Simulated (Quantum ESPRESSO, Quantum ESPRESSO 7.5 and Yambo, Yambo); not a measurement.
## AgBr (Fm-3m): G0W0 with Yambo, start to end

How does a plane-wave GW calculation on AgBr (Fm-3m) run from the first input to the gap?

Method: PBE and many-body steps on it, plane waves, in Quantum ESPRESSO 7.5 and Yambo 5.3.0.

The database entry behind the starting cell differs from later determinations by our own check (about 0.6 % short of the room-temperature cell), so it need not match the best structure at ambient conditions.

## 1. The starting structure

The structure is cubic, space group Fm-3m (No. 225). Conventional cell: a = 5.740 Å, b = 5.740 Å, c = 5.740 Å, α = 90.00°, β = 90.00°, γ = 90.00°. Nearest to Ag lie 6 Br at 2.87 Å. Nearest to Br lie 6 Ag at 2.87 Å. Farther neighbours and most contacts between anions are not listed.

Coordinates:

```cif
data_structure
_symmetry_space_group_name_H-M 'P 1'
_symmetry_Int_Tables_number 1
_cell_length_a 4.0590
_cell_length_b 4.0590
_cell_length_c 4.0590
_cell_angle_alpha 60.000
_cell_angle_beta 60.000
_cell_angle_gamma 60.000
_cell_volume 47.29
loop_
_atom_site_label
_atom_site_type_symbol
_atom_site_fract_x
_atom_site_fract_y
_atom_site_fract_z
_atom_site_occupancy
Ag1 Ag 0.00000 0.00000 0.00000 1
Br2 Br 0.50000 0.50000 0.50000 1
```

The cell and positions come from the Crystallography Open Database and are kept as given unless a step says otherwise.

## 2. Ground state

This step: Quantum ESPRESSO 7.5; DFT, PBE, plane waves, norm-conserving pseudopotentials.

The ground-state density comes first.

The input, pw.in:

```
&control
  calculation = 'scf'
  prefix = 'x'
  outdir = 'o'
  pseudo_dir = 'pseudo'
/
&system
  ibrav = 0
  nat = 2
  ntyp = 2
  ecutwfc = 76.0
  nbnd = 23
  force_symmorphic = .true.
/
&electrons
  conv_thr = 1e-10
  electron_maxstep = 80
  mixing_beta = 0.5
/
ATOMIC_SPECIES
  Ag 107.87 Ag.upf
  Br 79.904 Br.upf
CELL_PARAMETERS angstrom
  -0.0000000000 2.8701500000 2.8701500000
  2.8701500000 0.0000000000 2.8701500000
  2.8701500000 2.8701500000 0.0000000000
ATOMIC_POSITIONS crystal
  Ag 0.0000000000 0.0000000000 0.0000000000
  Br 0.5000000000 0.5000000000 0.5000000000
K_POINTS automatic
  6 6 6 0 0 0
```

Started as:

```
$ OMP_NUM_THREADS=1 mpirun -n 4 pw.x -nk 4 -in pw.in > pw.out
```

Log:

```text
Program PWSCF v.7.5 starts

     This program is part of the open-source Quantum ESPRESSO suite
     for quantum simulation of materials; please cite
         "P. Giannozzi et al., J. Phys.:Condens. Matter 21 395502 (2009);
         "P. Giannozzi et al., J. Phys.:Condens. Matter 29 465901 (2017);
         "P. Giannozzi et al., J. Chem. Phys. 152 154105 (2020);
     in publications or presentations arising from this work. More details at
     Message from routine setup:
     using ibrav=0 with symmetry is DISCOURAGED, use correct ibrav instead

     G-vector sticks info

     bravais-lattice index     =            0
     lattice parameter (alat)  =       7.6704  a.u.
     unit-cell volume          =     319.1100 (a.u.)^3
     number of atoms/cell      =            2
     number of atomic types    =            2
     number of electrons       =        36.00
     number of Kohn-Sham states=           23
     kinetic-energy cutoff     =      76.0000  Ry
     charge density cutoff     =     304.0000  Ry
     scf convergence threshold =      1.0E-10
     mixing beta               =       0.5000
     number of iterations used =            8  plain     mixing
     Exchange-correlation= PBE
                           (   1   4   3   4   0   0   0)

     celldm(1)=   7.670408  celldm(2)=   0.000000  celldm(3)=   0.000000
     celldm(4)=   0.000000  celldm(5)=   0.000000  celldm(6)=   0.000000

     crystal axes: (cart. coord. in units of alat)
               a(1) = (  -0.000000   0.707107   0.707107 )
               a(2) = (   0.707107   0.000000   0.707107 )
               a(3) = (   0.707107   0.707107   0.000000 )

     reciprocal axes: (cart. coord. in units 2 pi/alat)
               b(1) = ( -0.707107  0.707107  0.707107 )
               b(2) = (  0.707107 -0.707107  0.707107 )
               b(3) = (  0.707107  0.707107 -0.707107 )
     Pseudo is Norm-conserving + core correction, Zval = 19.0
     Generated using ONCVPSP code by D. R. Hamann
     Using radial grid of 1538 points,  6 beta functions with:
     Pseudo is Norm-conserving + core correction, Zval = 17.0
     Generated using ONCVPSP code by D. R. Hamann
     Using radial grid of 1098 points,  6 beta functions with:
     Ag               19.00   107.87000     Ag( 1.00)
     Br               17.00    79.90400     Br( 1.00)

     48 Sym. Ops., with inversion, found

   Cartesian axes

     site n.     atom                  positions (alat units)
         1        Ag     tau(   1) = (   0.0000000   0.0000000   0.0000000  )
         2        Br     tau(   2) = (   0.7071068   0.7071068   0.7071068  )

     number of k points=    16
                       cart. coord. in units 2pi/alat
        k(    1) = (   0.0000000   0.0000000   0.0000000), wk =   0.0092593
        k(    2) = (   0.1178511   0.1178511  -0.1178511), wk =   0.0740741
        k(    3) = (   0.2357023   0.2357023  -0.2357023), wk =   0.0740741
        k(    4) = (  -0.3535534  -0.3535534   0.3535534), wk =   0.0370370
        k(    5) = (   0.2357023   0.0000000  -0.0000000), wk =   0.0555556
        k(    6) = (   0.3535534   0.1178511  -0.1178511), wk =   0.2222222
        k(    7) = (  -0.2357023  -0.4714045   0.4714045), wk =   0.2222222
        k(    8) = (  -0.1178511  -0.3535534   0.3535534), wk =   0.2222222
        k(    9) = (   0.0000000  -0.2357023   0.2357023), wk =   0.1111111
        k(   10) = (   0.4714045   0.0000000  -0.0000000), wk =   0.0555556
     [... 4 further rows ...]
        k(   15) = (  -0.1178511  -0.3535534   0.5892557), wk =   0.2222222
        k(   16) = (  -0.7071068   0.2357023   0.0000000), wk =   0.1111111

     Dense  grid:    28571 G-vectors     FFT dimensions: (  45,  45,  45)

     Initial potential from superposition of free atoms

     starting charge      35.9995, renormalised to      36.0000
     Starting wfcs are   19 randomized atomic wfcs +    4 random wfcs

     per-process dynamical memory:    25.2 Mb

     Self-consistent Calculation

     iteration #  1     ecut=    76.00 Ry     beta= 0.50

     Threshold (ethr) on eigenvalues was too large:
     Diagonalizing with lowered threshold

     total energy              =    -580.82680098 Ry
     estimated scf accuracy    <       0.02615972 Ry

     iteration #  2     ecut=    76.00 Ry     beta= 0.50

     total energy              =    -580.83395694 Ry
     estimated scf accuracy    <       0.00490549 Ry

     iteration #  3     ecut=    76.00 Ry     beta= 0.50

     total energy              =    -580.83484537 Ry
     estimated scf accuracy    <       0.00030269 Ry

     iteration #  4     ecut=    76.00 Ry     beta= 0.50

     total energy              =    -580.83487741 Ry
     estimated scf accuracy    <       0.00002288 Ry

     iteration #  5     ecut=    76.00 Ry     beta= 0.50

     total energy              =    -580.83487989 Ry
     estimated scf accuracy    <       0.00000155 Ry

     iteration #  6     ecut=    76.00 Ry     beta= 0.50

     total energy              =    -580.83488009 Ry
     estimated scf accuracy    <       0.00000002 Ry

     iteration #  7     ecut=    76.00 Ry     beta= 0.50

     total energy              =    -580.83488009 Ry
     estimated scf accuracy    <          2.1E-09 Ry

     iteration #  8     ecut=    76.00 Ry     beta= 0.50

     total energy              =    -580.83488010 Ry
     estimated scf accuracy    <          4.3E-10 Ry

     iteration #  9     ecut=    76.00 Ry     beta= 0.50

     End of self-consistent calculation

          k = 0.0000 0.0000 0.0000 (  3527 PWs)   bands (ev):

   -80.4270 -50.9589 -50.9589 -50.9585 -50.9585 -50.9585 -43.9487 -43.9487
   -43.9487  -5.3666   6.9216   6.9216   6.9216   6.9227   6.9227   7.7856
     7.7856   7.7856  10.3900  19.6462  19.6462  19.6462  20.8980

          k = 0.1179 0.1179-0.1179 (  3593 PWs)   bands (ev):

   -80.4272 -50.9590 -50.9590 -50.9585 -50.9585 -50.9585 -43.9491 -43.9488
   -43.9488  -5.2618   6.2563   6.3391   6.3391   6.9953   6.9953   7.3900
     8.4883   8.4883  11.7010  17.7741  18.8737  18.8737  20.6941

          k = 0.2357 0.2357-0.2357 (  3561 PWs)   bands (ev):

   -80.4270 -50.9590 -50.9590 -50.9585 -50.9585 -50.9585 -43.9499 -43.9489
   -43.9489  -5.0376   4.9735   5.7538   5.7538   7.1486   7.1486   7.4761
     9.3457   9.3457  13.2167  16.3783  17.1865  17.1865  21.0683

          k =-0.3536-0.3536 0.3536 (  3582 PWs)   bands (ev):

     [... further k-points ...]

     highest occupied, lowest unoccupied level (ev):     9.7176   10.3900

!    total energy              =    -580.83488010 Ry
     estimated scf accuracy    <          1.4E-11 Ry

     The total energy is the sum of the following terms:
     one-electron contribution =    -313.98120561 Ry
     hartree contribution      =     163.67628715 Ry
     xc contribution           =     -90.90372791 Ry
     ewald contribution        =    -339.62623373 Ry

     convergence has been achieved in   9 iterations

     XML data file, charge density, pseudopotentials, collected wavefunctions

=------------------------------------------------------------------------------=
   JOB DONE.
=------------------------------------------------------------------------------=
```

The job ended after 5.8 s (4 MPI ranks of Arm Neoverse V2, shared host; peak memory 0.27 GiB; 23 s of CPU time).

Numbers from this step:

```
total energy               : -7902.6611 eV
gap                        : 0.6724 eV
k of the valence top       : 0, 0, -0.5
k of the conduction bottom : 0, 0, 0
least direct gap           : 2.604 eV
```

The gap is indirect, with the least direct gap 1.93 eV higher.

## 3. Bands along the symmetry lines

The cheap functional maps the bands first; the places of the edges decide which points the dearer methods must see.

The input, pw.in:

```
&control
  calculation = 'bands'
  prefix = 'x'
  outdir = 'o'
  pseudo_dir = 'pseudo'
/
&system
  ibrav = 0
  nat = 2
  ntyp = 2
  ecutwfc = 76.0
  nbnd = 24
  force_symmorphic = .true.
/
&electrons
  conv_thr = 1e-9
  electron_maxstep = 80
  diago_full_acc = .true.
  diago_thr_init = 5e-6
/
ATOMIC_SPECIES
  Ag 107.87 Ag.upf
  Br 79.904 Br.upf
CELL_PARAMETERS angstrom
  -0.0000000000 2.8701500000 2.8701500000
  2.8701500000 0.0000000000 2.8701500000
  2.8701500000 2.8701500000 0.0000000000
ATOMIC_POSITIONS crystal
  Ag 0.0000000000 0.0000000000 0.0000000000
  Br 0.5000000000 0.5000000000 0.5000000000
K_POINTS crystal
  50
  0.00000000 0.00000000 0.00000000 1
  0.06250000 0.00000000 0.06250000 1
  0.12500000 0.00000000 0.12500000 1
  0.18750000 0.00000000 0.18750000 1
  0.25000000 0.00000000 0.25000000 1
  0.31250000 0.00000000 0.31250000 1
  0.37500000 0.00000000 0.37500000 1
  0.43750000 0.00000000 0.43750000 1
  0.50000000 0.00000000 0.50000000 1
  0.51562500 0.03125000 0.51562500 1
  0.53125000 0.06250000 0.53125000 1
  0.54687500 0.09375000 0.54687500 1
  0.56250000 0.12500000 0.56250000 1
  0.57812500 0.15625000 0.57812500 1
  0.59375000 0.18750000 0.59375000 1
  0.60937500 0.21875000 0.60937500 1
  0.62500000 0.25000000 0.62500000 1
  0.37500000 0.37500000 0.75000000 1
  0.32812500 0.32812500 0.65625000 1
  0.28125000 0.28125000 0.56250000 1
  0.23437500 0.23437500 0.46875000 1
  0.18750000 0.18750000 0.37500000 1
  0.14062500 0.14062500 0.28125000 1
  0.09375000 0.09375000 0.18750000 1
  0.04687500 0.04687500 0.09375000 1
  0.00000000 0.00000000 0.00000000 1
  0.06250000 0.06250000 0.06250000 1
  0.12500000 0.12500000 0.12500000 1
  0.18750000 0.18750000 0.18750000 1
  0.25000000 0.25000000 0.25000000 1
  0.31250000 0.31250000 0.31250000 1
  0.37500000 0.37500000 0.37500000 1
  0.43750000 0.43750000 0.43750000 1
  0.50000000 0.50000000 0.50000000 1
  0.50000000 0.46875000 0.53125000 1
  0.50000000 0.43750000 0.56250000 1
  0.50000000 0.40625000 0.59375000 1
  0.50000000 0.37500000 0.62500000 1
  0.50000000 0.34375000 0.65625000 1
  0.50000000 0.31250000 0.68750000 1
  0.50000000 0.28125000 0.71875000 1
  0.50000000 0.25000000 0.75000000 1
  0.50000000 0.21875000 0.71875000 1
  0.50000000 0.18750000 0.68750000 1
  0.50000000 0.15625000 0.65625000 1
  0.50000000 0.12500000 0.62500000 1
  0.50000000 0.09375000 0.59375000 1
  0.50000000 0.06250000 0.56250000 1
  0.50000000 0.03125000 0.53125000 1
  0.50000000 0.00000000 0.50000000 1
```

Log:

```text
[banner, memory and clock lines left out]
Program PWSCF v.7.5 starts

     Atomic positions and unit cell read from directory:
     o/x.save/

     Message from routine setup:
     using ibrav=0 with symmetry is DISCOURAGED, use correct ibrav instead

     G-vector sticks info

     bravais-lattice index     =            0
     lattice parameter (alat)  =       7.6704  a.u.
     unit-cell volume          =     319.1100 (a.u.)^3
     number of atoms/cell      =            2
     number of atomic types    =            2
     number of electrons       =        36.00
     number of Kohn-Sham states=           24
     kinetic-energy cutoff     =      76.0000  Ry
     charge density cutoff     =     304.0000  Ry
     Exchange-correlation= PBE
                           (   1   4   3   4   0   0   0)

     celldm(1)=   7.670408  celldm(2)=   0.000000  celldm(3)=   0.000000
     celldm(4)=   0.000000  celldm(5)=   0.000000  celldm(6)=   0.000000

     crystal axes: (cart. coord. in units of alat)
               a(1) = (  -0.000000   0.707107   0.707107 )
               a(2) = (   0.707107   0.000000   0.707107 )
               a(3) = (   0.707107   0.707107   0.000000 )

     reciprocal axes: (cart. coord. in units 2 pi/alat)
               b(1) = ( -0.707107  0.707107  0.707107 )
               b(2) = (  0.707107 -0.707107  0.707107 )
               b(3) = (  0.707107  0.707107 -0.707107 )
     Pseudo is Norm-conserving + core correction, Zval = 19.0
     Generated using ONCVPSP code by D. R. Hamann
     Using radial grid of 1538 points,  6 beta functions with:
     Pseudo is Norm-conserving + core correction, Zval = 17.0
     Generated using ONCVPSP code by D. R. Hamann
     Using radial grid of 1098 points,  6 beta functions with:
     Ag               19.00   107.87000     Ag( 1.00)
     Br               17.00    79.90400     Br( 1.00)

     48 Sym. Ops., with inversion, found

   Cartesian axes

     site n.     atom                  positions (alat units)
         1        Ag     tau(   1) = (   0.0000000   0.0000000   0.0000000  )
         2        Br     tau(   2) = (   0.7071068   0.7071068   0.7071068  )

     number of k points=    50
                       cart. coord. in units 2pi/alat
        k(    1) = (   0.0000000   0.0000000   0.0000000), wk =   0.0400000
        k(    2) = (   0.0000000   0.0883883   0.0000000), wk =   0.0400000
        k(    3) = (   0.0000000   0.1767767   0.0000000), wk =   0.0400000
[...]
[... 38 further rows ...]
        k(   49) = (   0.0441942   0.7071068   0.0000000), wk =   0.0400000
        k(   50) = (   0.0000000   0.7071068   0.0000000), wk =   0.0400000

     Dense  grid:    28571 G-vectors     FFT dimensions: (  45,  45,  45)

     The potential is recalculated from file :
     o/x.save/charge-density

     Starting wfcs are   19 randomized atomic wfcs +    5 random wfcs

     Band Structure Calculation

     End of band structure calculation

          k = 0.0000 0.0000 0.0000 (  3527 PWs)   bands (ev):

   -80.4270 -50.9589 -50.9589 -50.9585 -50.9585 -50.9585 -43.9487 -43.9487
   -43.9487  -5.3666   6.9216   6.9216   6.9216   6.9226   6.9226   7.7856
     7.7856   7.7856  10.3900  19.6462  19.6462  19.6462  20.8980  21.5270

          k = 0.0000 0.0884 0.0000 (  3587 PWs)   bands (ev):

[...]
k = 0.0000 0.1768 0.0000 (  3591 PWs)   bands (ev):

[...]
k =-0.0000 0.2652 0.0000 (  3583 PWs)   bands (ev):

[...]
k = 0.0000 0.4419-0.0000 (  3559 PWs)   bands (ev):

[...]
k =-0.0000 0.5303 0.0000 (  3547 PWs)   bands (ev):

[...]
k = 0.0000 0.6187-0.0000 (  3559 PWs)   bands (ev):

[...]
k = 0.4640 0.4640-0.0000 (  3578 PWs)   bands (ev):

[...]
k = 0.3315 0.3315-0.0000 (  3561 PWs)   bands (ev):

[...]
k = 0.3094 0.7071-0.0000 (  3576 PWs)   bands (ev):

[...]
k = 0.2210 0.7071-0.0000 (  3576 PWs)   bands (ev):

[...]
k = 0.1768 0.7071-0.0000 (  3560 PWs)   bands (ev):

[...]
k = 0.0442 0.7071 0.0000 (  3558 PWs)   bands (ev):

[...]
k = 0.0000 0.7071 0.0000 (  3572 PWs)   bands (ev):

[...]
-43.9494  -4.8887   5.4380   6.6483   6.8811   6.8811   7.0829   7.3319
     7.3319   7.4335  11.3211  16.7790  18.7866  20.7737  20.7737  24.6711

     XML data file, pseudopotentials, collected wavefunctions
```

Wall time 4.5 s (4 MPI ranks); peak memory 0.23 GiB; 18 s of CPU time.

This step gave:

```yaml
gap: 0.6724 eV
k_of_the_valence_top: 0.5, 0.5, 0.5
k_of_the_conduction_bottom: 0, 0, 0
least_direct_gap: 2.604 eV
```

The gap is 0.672 eV, as in the run before at this level.

Electronic bands along the path, in eV, zero at the top of the highest filled band:

```
    point  band 15  band 16  band 17  band 18  band 19  band 20  band 21  band 22
        Γ    -2.79    -1.93    -1.93    -1.93     0.67     9.93     9.93     9.93
  halfway    -2.72    -1.86    -1.86    -1.64     3.28     6.69     7.83     9.50
        X    -2.63    -2.39    -2.39    -2.28     1.60     7.06     9.07    11.06
  halfway    -2.40    -2.34    -2.13    -1.99     2.02     7.07     8.81    10.41
        U    -2.44    -2.22    -2.02    -1.21     2.97     6.84     8.24     9.19
jump to K    -2.44    -2.22    -2.02    -1.21     2.97     6.84     8.24     9.19
  halfway    -2.56    -2.06    -1.79    -0.21     3.79     6.49     7.48     7.82
        Γ    -2.79    -1.93    -1.93    -1.93     0.67     9.93     9.93     9.93
  halfway    -2.65    -2.31    -0.77    -0.77     2.88     7.17     8.24     8.24
        L    -2.49    -2.15     0.00     0.00     3.74     6.59     6.77     6.77
  halfway    -2.48    -2.20    -1.20    -0.61     4.50     5.25     7.84     7.93
        W    -2.37    -2.29    -2.29    -1.53     3.79     7.15     7.68     7.68
  halfway    -2.39    -2.38    -2.33    -1.77     2.46     7.16     8.58     9.12
        X    -2.63    -2.39    -2.39    -2.28     1.60     7.06     9.07    11.06
```

[end of part 1 of 3]

[Paths, hosts, dates, memory and timing lines, banners, echoed tables and standing remarks are left out of the program output.]

[Logs are printed without paths, hosts, clocks, repeated set-up lines and the standing remarks that a program may print on its own settings, such as how far it seeks lower states.]

[Runs of the session that timed out or met a known fault of the program may be left out.]

[Hosts, paths, dates, database ids (printed as entryN), source tags and the programs' standing remarks are cut or masked in the printed files.]
